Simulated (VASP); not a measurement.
Set up this calculation in VASP 6.6.1, as an ASE script.

```
Task                   : relaxation of the atoms
Functional             : r2SCAN
Potentials or basis    : VASP PAW PBE potentials, release 64 (Pb_d)
Cutoff                 : 520 eV
k mesh                 : 7 × 7 × 7
Occupations            : methfessel-paxton, width 0.1 eV
Spin                   : no spin polarisation
Optimiser              : vasp
Further INCAR settings : ALGO = Normal; EDIFF = 1.00e-07; IBRION = 2; EDIFFG = -1.00e-02; NSW = 40
```

The structure of Pb lies in POSCAR:

```
Pb
1.0
   -1.9056620000      1.9943860000      1.8617870000
    2.0376240000     -2.0457410000      2.0451050000
    1.9026350000      2.0427140000     -1.9131430000
Pb
1
Direct
    0.0017640000     -0.0013490000     -0.0043750000
```

This isn't the form of Pb at room conditions, which is fcc.

The cell isn't the ideal one: cell strained at random at fixed volume.

These files were run (other wordings do the same):

run.py

```python
from ase.calculators.vasp import Vasp
from ase.io import read

atoms = read('POSCAR')
calc = Vasp(
    directory='calc',
    xc='r2scan',
    pp='PBE',
    setups='recommended',
    prec='Accurate',
    encut=520,
    ediff=1e-07,
    ismear=1,
    sigma=0.1,
    lreal=False,
    lasph=True,
    nelm=100,
    algo='Normal',
    isif=2,
    lwave=False,
    lcharg=False,
    lmixtau=True,
    ibrion=2,
    nsw=40,
    ediffg=-0.01,
    kpts=[7, 7, 7],
    gamma=True,
)
atoms.calc = calc

print('energy (eV):', atoms.get_potential_energy())
print('free energy (eV):', atoms.get_potential_energy(force_consistent=True))
print('forces (eV/A):')
print(atoms.get_forces())
print('stress (eV/A^3, Voigt):', atoms.get_stress())
print('Fermi level (eV):', calc.get_fermi_level())
print('cell (A, degrees):', atoms.cell.cellpar())
print('volume (A^3):', atoms.get_volume())
print('scaled positions:')
print(atoms.get_scaled_positions())
```

Potentials or basis: VASP PAW PBE potentials, release 64 (Pb_d).

Launch:

```bash
$ python run.py
```

Results of the run:

```yaml
Pressure_after_relaxing: -0.2 GPa
Band_gap_on_the_k_mesh: none (metal or under the smearing width)
```

Caveat: the relaxation stopped at its first step, so nothing moved; the PAW data sets were made with another functional, which shifts forces and pressure a little.

Run time: 2.3 min on 1 thread of Intel(R) Xeon(R) 6975P-C (Granite Rapids), with other jobs on the host, peak memory 0.21 GiB.
